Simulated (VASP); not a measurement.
# Fe (Fmmm) in VASP: notebook

One crystal, Fe, is run at these levels: PBEsol; tasks: single point.

Everything below comes from runs of VASP 6.6.1. Logs are shortened: lines on timing, memory, paths and dates and some standing lists are left out, and cuts for length are marked.

### 1 Starting point

Symmetry: Fmmm, No. 69, orthorhombic system. The conventional cell has a = 2.997 Å, b = 3.883 Å, c = 3.930 Å, α = 90.00°, β = 90.00°, γ = 90.00°. Around Fe (site symmetry mmm) lie 12 Fe at 2.45 to 2.76 Å.

### 2 Single point, PBEsol, collinear spin, ferromagnetic start

Input file INCAR:

```
SYSTEM = Fe
ADDGRID = .False.
ALGO = Normal
EDIFF = 1E-6
ENCUT = 700
GGA = PS
ISIF = 2
ISMEAR = -1
ISPIN = 2
LASPH = .True.
LCHARG = .False.
LMAXMIX = 4
LORBIT = 11
LREAL = .False.
LWAVE = .False.
MAGMOM = 3
NELM = 100
PREC = Accurate
SIGMA = 0.1
```

Input file KPOINTS:

```
k-points
0
Gamma
  14 14 14
  0 0 0
```

Input file POSCAR:

```
Fe
1.0
    0.0000000000      1.9417396906      1.9651051623
    1.4984397099      0.0000000000      1.9651051623
    1.4984397099      1.9417396906      0.0000000000
Fe
1
Direct
    0.0000000000      0.0000000000      0.0000000000
```

Potentials or basis: VASP PAW PBE potentials, release 64 (Fe).

On the command line:

```bash
$ cat potpaw_PBE.64/Fe/POTCAR > POTCAR
$ mpirun -np 1 vasp_std > vasp.out
```

OUTCAR:

```text
SYSTEM = Fe
   EDIFF = 1E-6
   ENCUT = 700
   GGA = PS
   ISIF = 2
   ISMEAR = -1
   ISPIN = 2
   LASPH = .True.
   LORBIT = 11
   LREAL = .False.
   NELM = 100
   PREC = Accurate

 Found    428 irreducible k-points:

 Following reciprocal coordinates:
            Coordinates               Weight
  0.000000  0.000000  0.000000      1.000000
  0.071429 -0.000000 -0.000000      8.000000
  0.142857  0.000000 -0.000000      8.000000
  0.214286  0.000000 -0.000000      8.000000
  0.285714  0.000000  0.000000      8.000000
  0.357143  0.000000 -0.000000      8.000000
   k-points           NKPTS =    428   k-points in BZ     NKDIM =    428   number of bands    NBANDS=     10
   number of dos      NEDOS =    301   number of ions     NIONS =      1
   total plane-waves  NPLWV =  13824
   dimension x,y,z NGX =    24 NGY =   24 NGZ =   24
   dimension x,y,z NGXF=    48 NGYF=   48 NGZF=   48
   ions per type =               1
   NGX,Y,Z   is equivalent  to a cutoff of  14.44, 16.15, 16.27 a.u.
   NGXF,Y,Z  is equivalent  to a cutoff of  28.89, 32.29, 32.53 a.u.
 SYSTEM =  Fe
   PREC   = accura    normal or accurate (medium, high low for compatibility)
   ISTART =      0    job   : 0-new  1-cont  2-samecut
   ICHARG =      2    charge: 1-file 2-atom 10-const
   ISPIN  =      2    spin polarized calculation?
   LNONCOLLINEAR =      F non collinear calculations
   LSORBIT =      F    spin-orbit coupling
   LASPH  =      T    aspherical Exc in radial PAW
   ENCUT  =  700.0 eV  51.45 Ry    7.17 a.u.   5.96  5.33  5.29*2*pi/ulx,y,z
   NELM   =    100;   NELMIN=  2; NELMDL= -5     # of ELM steps
   EDIFF  = 0.1E-05   stopping-criterion for ELM
   LREAL  =      F    real-space projection
   EDIFFG = 0.1E-04   stopping-criterion for IOM
   NSW    =      0    number of steps for IOM
   IBRION =     -1    ionic relax: 0-MD 1-quasi-New 2-CG
   NFREE  =      0    steps in history (QN), initial steepest desc. (CG)
   ISIF   =      2    stress and relaxation
   ISYM   =      2    0-nonsym 1-usesym 2-fastsym
   POTIM  = 0.5000    time-step for ionic-motion
   TEBEG  =    0.0;   TEEND  =   0.0 temperature during run
   PSTRESS=    0.0 pullay stress
   NELECT =       8.0000    total number of electrons
   NUPDOWN=      -1.0000    fix difference up-down
   EMIN   =  10.00;   EMAX   =-10.00  energy-range for DOS
   EFERMI =   0.00;   METHOD = LEGACY
   ISMEAR =    -1;   SIGMA  =   0.10  broadening in eV -4-tet -1-fermi 0-gaus
   EFERMI_NEDOS =   21; number of points for ismear=-14 and -15
   IALGO  =     38    algorithm
   IMIX   =      4    mixing-type and parameters
     AMIX     =   0.40;   BMIX     =  1.00
     AMIX_MAG =   1.60;   BMIX_MAG =  1.00
  volume/ion in A,a.u.               =      11.44        77.17
  Fermi-wavevector in a.u.,A,eV,Ry     =   1.453303  2.746344 28.736719  2.112089
  Thomas-Fermi vector in A             =   2.570585
   LORBIT       =     11    0 simple, 1 ext, 2 COOP (PROOUT), +10 PAW based schemes
   GGA     = PS    functional components
   LHFCALC =     F    Hartree Fock is set to
   AEXX    =    0.0000 exact exchange contribution
   IVDW    =     0    specifies the selected vdW correction
   LEPSILON=     F    determine dielectric tensor
   LRPA    =     F    only Hartree local field effects (RPA)
 spin polarized calculation
  energy-cutoff  :      700.00
  volume of cell :       11.44
 maximum number of plane-waves:       496
   NGX = 11   NGY = 11   NGZ = 11

 number of electron       7.9999999 magnetization       2.2172327

 Free energy of the ion-electron system (eV)
  ---------------------------------------------------
  ext. energy  EPLUGINS =         0.00000000
  ---------------------------------------------------
  free energy    TOTEN  =        -8.89581137 eV

  energy without entropy =       -8.86281184  energy(sigma->0) =       -8.87931161

 E-fermi :   5.6115     XC(G=0): -13.2391

 val. band max:        5.6102765291   @ k =   0.1429   0.0714   0.0714
 cond. band min:       5.6115784809   @ k =  -0.1429   0.2857   0.2857
 fundamental gap:      0.0013019518
 Fermi energy:         5.6115261883

 spin component 1

 k-point     1 :       0.0000    0.0000    0.0000
  band No.  band energies     occupation
      1      -2.8857      1.00000
      2       3.1453      1.00000
      3       3.2381      1.00000
      4       3.5772      1.00000
      5       4.3117      1.00000
      6       4.7052      0.99988
      7      29.3828      0.00000
      8      30.8594      0.00000
      9      31.1210      0.00000
     10      35.0563      0.00000
[... 53 lines left out ...]
 k-point     6 :       0.3571    0.0000   -0.0000
  band No.  band energies     occupation
      1       0.4730      1.00000
      2       2.5887      1.00000
      3       3.8039      1.00000
      4       4.3226      1.00000
      5       4.7476      0.99982
      6       5.3638      0.92250
      7      16.1738      0.00000
      8      25.3680      0.00000
      9      27.8288      0.00000
     10      29.7955      0.00000

 [... further k-points ...]

 spin component 2

 k-point     1 :       0.0000    0.0000    0.0000
  band No.  band energies     occupation
      1      -2.6189      1.00000
      2       5.0290      0.99706
      3       5.1673      0.98837
      4       5.6562      0.39012
      5       6.8551      0.00000
      6       7.4480      0.00000
      7      29.2726      0.00000
      8      30.8017      0.00000
      9      31.0938      0.00000
     10      35.4948      0.00000
[... 53 lines left out ...]
 k-point     6 :       0.3571    0.0000   -0.0000
  band No.  band energies     occupation
      1       1.2756      1.00000
      2       4.4330      0.99999
      3       4.9637      0.99847
      4       6.7286      0.00001
      5       7.4029      0.00000
      6       7.5707      0.00000
      7      17.1919      0.00000
      8      25.5059      0.00000
      9      28.5154      0.00000
     10      30.3502      0.00000

 [... further k-points ...]

------------------------ aborting loop because EDIFF is reached ----------------------------------------

  FORCE on cell =-STRESS in cart. coord.  units (eV):
  Direction    XX          YY          ZZ          XY          YZ          ZX
  --------------------------------------------------------------------------------------
  -------------------------------------------------------------------------------------
  Total       -1.0954880     -0.4344339     -0.5715988      0.0000000      0.0000000      0.0000000
  in kB     -153.4871959    -60.8678809    -80.0858612      0.0000000      0.0000000      0.0000000
  external PRESSURE =     -98.1469793 kB  Pullay stress =       0.0000000 kB

 VOLUME and BASIS-vectors are now :
 -----------------------------------------------------------------------------
  energy-cutoff  :      700.00
  volume of cell :       11.44
      direct lattice vectors                 reciprocal lattice vectors
     0.000000000  1.941739691  1.965105162    -0.333680426  0.257501045  0.254439309
     1.498439710  0.000000000  1.965105162     0.333680426 -0.257501045  0.254439309
     1.498439710  1.941739691  0.000000000     0.333680426  0.257501045 -0.254439309

 POSITION                                       TOTAL-FORCE (eV/Angst)
 -----------------------------------------------------------------------------------
      0.00000      0.00000      0.00000         0.000000     -0.000000      0.000000
 -----------------------------------------------------------------------------------
    total drift:                               -0.000000      0.000000     -0.000000

  FREE ENERGIE OF THE ION-ELECTRON SYSTEM (eV)
  ---------------------------------------------------
  free  energy   TOTEN  =        -8.8958113706 eV

  energy  without entropy=       -8.8628118439  energy(sigma->0) =       -8.87931161

 total charge

# of ion       s       p       d       tot
------------------------------------------
    1        0.488   0.539   6.233   7.260

 magnetization (x)

# of ion       s       p       d       tot
------------------------------------------
    1       -0.013  -0.048   2.268   2.207
```

OSZICAR:

```text
N       E                     dE             d eps       ncg     rms          rms(c)
DAV:   1     0.226100232395E+02    0.22610E+02   -0.48545E+03 17618   0.121E+03
DAV:   2    -0.928399908452E+01   -0.31894E+02   -0.29757E+02 17262   0.149E+02
DAV:   3    -0.997727468143E+01   -0.69328E+00   -0.68905E+00 19056   0.278E+01
DAV:   4    -0.998039301214E+01   -0.31183E-02   -0.31178E-02 18570   0.170E+00
DAV:   5    -0.998041541659E+01   -0.22404E-04   -0.22405E-04 18718   0.140E-01    0.121E+01
DAV:   6    -0.898882438466E+01    0.99159E+00   -0.13064E+01 18648   0.549E+01    0.564E+00
DAV:   7    -0.891214344955E+01    0.76681E-01   -0.79830E-01 18798   0.132E+01    0.328E+00
DAV:   8    -0.890397883335E+01    0.81646E-02   -0.66227E-03 21224   0.632E-01    0.134E+00
DAV:   9    -0.889588531211E+01    0.80935E-02   -0.73958E-03 21990   0.560E-01    0.312E-01
DAV:  10    -0.889578844368E+01    0.96868E-04   -0.69595E-04 18816   0.392E-01    0.868E-02
DAV:  11    -0.889581144614E+01   -0.23002E-04   -0.17323E-04 18588   0.140E-01    0.350E-02
DAV:  12    -0.889581137060E+01    0.75545E-07   -0.33375E-06 17886   0.286E-02
   1 F= -.88958114E+01 E0= -.88793116E+01  d E =-.329995E-01  mag=     2.2190
```

stdout:

```text
POSCAR found type information on POSCAR Fe
 POSCAR found :  1 types and       1 ions
 scaLAPACK will be used
 -----------------------------------------------------------------------------
|                                                                             |
|                                                                             |
|     You enforced a specific xc type in the INCAR file but a different       |
|     I HOPE YOU KNOW WHAT YOU ARE DOING!                                     |
|                                                                             |
 -----------------------------------------------------------------------------

 LDA part: xc-table for (Slater+PW92), standard interpolation
 POSCAR, INCAR and KPOINTS ok, starting setup
 FFT: planning ... GRIDC
 FFT: planning ... GRID_SOFT
 FFT: planning ... GRID
 WAVECAR not read
 entering main loop
```

It took 90 s on 1 thread of Intel Xeon Platinum 8259CL at 2.50GHz (Skylake/Cascade Lake), shared host; peak memory 0.25 GiB.

The run converged, but some of its settings lie outside the range that counts as converged, so its numbers aren't taken as properties of the crystal.

What came out:

- Free energy: -8.8958 eV
- Pressure: -9.8 GPa
- Band gap on the k mesh: none (metal or under the smearing width)
- Net moment: 2.22 μB per cell
- Site moments: Fe +2.21 μB
- Valence electrons inside the program's atomic spheres: Fe 7.26

Caveat: the PAW data sets were made with another functional, which shifts forces and pressure a little.

### 3 Single point, PBEsol, collinear spin, ferromagnetic start

Changes to INCAR since step 2:

```diff
@@ -4,3 +4,3 @@
 EDIFF = 1E-6
-ENCUT = 700
+ENCUT = 550
 GGA = PS
@@ -18,2 +18,2 @@
 PREC = Accurate
-SIGMA = 0.1
+SIGMA = 0.15
```

Input file KPOINTS:

```
k-points
0
Gamma
  17 17 17
  0 0 0
```

POSCAR is that of step 2.

Potentials or basis: VASP PAW PBE potentials, release 64 (Fe).

On the command line:

```bash
$ cat potpaw_PBE.64/Fe/POTCAR > POTCAR
$ mpirun -np 1 vasp_std > vasp.out
```

Run time: 1.8 min. Hardware: 1 thread of Intel Xeon Platinum 8259CL at 2.50GHz (Skylake/Cascade Lake), shared host; peak memory 0.27 GiB.

The run converged, but some of its settings lie outside the range that counts as converged, so its numbers aren't taken as properties of the crystal.

What came out:

```yaml
Free_energy: -8.9165 eV
Pressure: -9.5 GPa
Band_gap_on_the_k_mesh: none (metal or under the smearing width)
Net_moment: 2.20 μB per cell
Site_moments: Fe +2.19 μB
Valence_electrons_inside_the_program's_atomic_spheres: Fe 7.26
```

Caveat: the PAW data sets were made with another functional, which shifts forces and pressure a little.

### 4 Single point, PBEsol, collinear spin, ferromagnetic start

Changes to INCAR since step 3:

```diff
@@ -18,2 +18,2 @@
 PREC = Accurate
-SIGMA = 0.15
+SIGMA = 0.1
```

KPOINTS is that of step 3.

POSCAR is that of step 3.

On the command line:

```bash
$ cat potpaw_PBE.64/Fe/POTCAR > POTCAR
$ mpirun -np 1 vasp_std > vasp.out
```

Wall time 1.9 min (1 thread of Intel Xeon Platinum 8259CL at 2.50GHz (Skylake/Cascade Lake), shared host); peak memory 0.26 GiB.

These settings aren't checked as converged: the numbers below hold their error.

What came out:

* Free energy: -8.8961 eV
* Pressure: -9.6 GPa
* Band gap on the k mesh: none (metal or under the smearing width)
* Net moment: 2.22 μB per cell
* Site moments: Fe +2.21 μB
* Valence electrons inside the program's atomic spheres: Fe 7.26

Caveat: the PAW data sets were made with another functional, which shifts forces and pressure a little.

### 5 Single point, PBEsol, collinear spin, ferromagnetic start

Changes to INCAR since step 4:

```diff
@@ -4,3 +4,3 @@
 EDIFF = 1E-6
-ENCUT = 550
+ENCUT = 900
 GGA = PS
```

Input file KPOINTS:

```
k-points
0
Gamma
  14 14 14
  0 0 0
```

POSCAR is that of step 4.

On the command line:

```bash
$ cat potpaw_PBE.64/Fe/POTCAR > POTCAR
$ mpirun -np 1 vasp_std > vasp.out
```

Run time: 2 min. Hardware: 1 thread of Intel Xeon Platinum 8259CL at 2.50GHz (Skylake/Cascade Lake), shared host; peak memory 0.3 GiB.

These settings aren't checked as converged: the numbers below hold their error.

What came out:

- Free energy: -8.8958 eV
- Pressure: -9.8 GPa
- Band gap on the k mesh: none (metal or under the smearing width)
- Net moment: 2.22 μB per cell
- Site moments: Fe +2.21 μB
- Valence electrons inside the program's atomic spheres: Fe 7.26

Caveat: the PAW data sets were made with another functional, which shifts forces and pressure a little.

### 6 Single point, PBEsol, collinear spin, ferromagnetic start

Changes to INCAR since step 5:

```diff
@@ -4,3 +4,3 @@
 EDIFF = 1E-6
-ENCUT = 900
+ENCUT = 700
 GGA = PS
```

Input file KPOINTS:

```
k-points
0
Gamma
  17 17 17
  0 0 0
```

POSCAR is that of step 5.

Potentials or basis: VASP PAW PBE potentials, release 64 (Fe).

On the command line:

```bash
$ cat potpaw_PBE.64/Fe/POTCAR > POTCAR
$ mpirun -np 1 vasp_std > vasp.out
```

OUTCAR:

```text
SYSTEM = Fe
   EDIFF = 1E-6
   ENCUT = 700
   GGA = PS
   ISIF = 2
   ISMEAR = -1
   ISPIN = 2
   LASPH = .True.
   LORBIT = 11
   LREAL = .False.
   NELM = 100
   PREC = Accurate

 Found    729 irreducible k-points:

 Following reciprocal coordinates:
            Coordinates               Weight
  0.000000  0.000000  0.000000      1.000000
  0.058824 -0.000000 -0.000000      8.000000
  0.117647 -0.000000 -0.000000      8.000000
  0.176471 -0.000000 -0.000000      8.000000
[... 244 lines left out ...]
  -------------------------------------------------------------------------------------
  Total       -1.0833601     -0.4445375     -0.5842106      0.0000000      0.0000000      0.0000000
  in kB     -151.7879663    -62.2834837    -81.8528729      0.0000000      0.0000000      0.0000000
  external PRESSURE =     -98.6414410 kB  Pullay stress =       0.0000000 kB

 VOLUME and BASIS-vectors are now :
 -----------------------------------------------------------------------------
  energy-cutoff  :      700.00
  volume of cell :       11.44
      direct lattice vectors                 reciprocal lattice vectors
     0.000000000  1.941739691  1.965105162    -0.333680426  0.257501045  0.254439309
     1.498439710  0.000000000  1.965105162     0.333680426 -0.257501045  0.254439309
     1.498439710  1.941739691  0.000000000     0.333680426  0.257501045 -0.254439309

 POSITION                                       TOTAL-FORCE (eV/Angst)
 -----------------------------------------------------------------------------------
      0.00000      0.00000      0.00000         0.000000      0.000000      0.000000
 -----------------------------------------------------------------------------------
    total drift:                               -0.000000      0.000000      0.000000

  FREE ENERGIE OF THE ION-ELECTRON SYSTEM (eV)
  ---------------------------------------------------
  free  energy   TOTEN  =        -8.8958121023 eV

  energy  without entropy=       -8.8637295015  energy(sigma->0) =       -8.87977080

 total charge

# of ion       s       p       d       tot
------------------------------------------
    1        0.488   0.538   6.234   7.260

 magnetization (x)

# of ion       s       p       d       tot
------------------------------------------
    1       -0.013  -0.048   2.267   2.205
```

OSZICAR:

```text
N       E                     dE             d eps       ncg     rms          rms(c)
DAV:   1     0.231466440887E+02    0.23147E+02   -0.48853E+03 30000   0.122E+03
DAV:   2    -0.927732003149E+01   -0.32424E+02   -0.30262E+02 29412   0.150E+02
DAV:   3    -0.997660466614E+01   -0.69928E+00   -0.69363E+00 32562   0.280E+01
DAV:   4    -0.997976941883E+01   -0.31648E-02   -0.31643E-02 31512   0.172E+00
DAV:   5    -0.997979215393E+01   -0.22735E-04   -0.22736E-04 31822   0.142E-01    0.121E+01
DAV:   6    -0.898906833955E+01    0.99072E+00   -0.13084E+01 31816   0.549E+01    0.561E+00
DAV:   7    -0.891180824407E+01    0.77260E-01   -0.80189E-01 32072   0.132E+01    0.326E+00
DAV:   8    -0.890388112335E+01    0.79271E-02   -0.66014E-03 36204   0.631E-01    0.134E+00
DAV:   9    -0.889585856311E+01    0.80226E-02   -0.77348E-03 37478   0.579E-01    0.319E-01
DAV:  10    -0.889577713914E+01    0.81424E-04   -0.59773E-04 32146   0.373E-01    0.860E-02
DAV:  11    -0.889581258789E+01   -0.35449E-04   -0.20369E-04 32078   0.148E-01    0.360E-02
DAV:  12    -0.889581210231E+01    0.48558E-06   -0.36270E-06 30876   0.297E-02
   1 F= -.88958121E+01 E0= -.88797708E+01  d E =-.320826E-01  mag=     2.2175
```

Wall time 2.4 min (1 thread of Intel Xeon Platinum 8259CL at 2.50GHz (Skylake/Cascade Lake), shared host); peak memory 0.33 GiB.

The run converged, but some of its settings lie outside the range that counts as converged, so its numbers aren't taken as properties of the crystal.

What came out:

| Item | Value |
| --- | --- |
| Free energy | -8.8958 eV |
| Pressure | -9.9 GPa |
| Band gap on the k mesh | none (metal or under the smearing width) |
| Net moment | 2.22 μB per cell |
| Site moments | Fe +2.21 μB |
| Valence electrons inside the program's atomic spheres | Fe 7.26 |

Caveat: the PAW data sets were made with another functional, which shifts forces and pressure a little.

### 7 The reference run

An earlier run on the cell as given: functional PBE; potentials or basis VASP PAW PBE potentials, release 64 (Fe); cutoff 520 eV; k mesh 13 × 13 × 13; occupations fermi-dirac, width 0.05 eV; collinear spin, ferromagnetic start; starting moments [3.0] μB.

* Pressure: -1.0 GPa
* Band gap on the k mesh: none (metal or under the smearing width)
* Net moment: 2.20 μB per cell
* Site moments: Fe +2.19 μB
* Valence electrons inside the program's atomic spheres: Fe 7.26
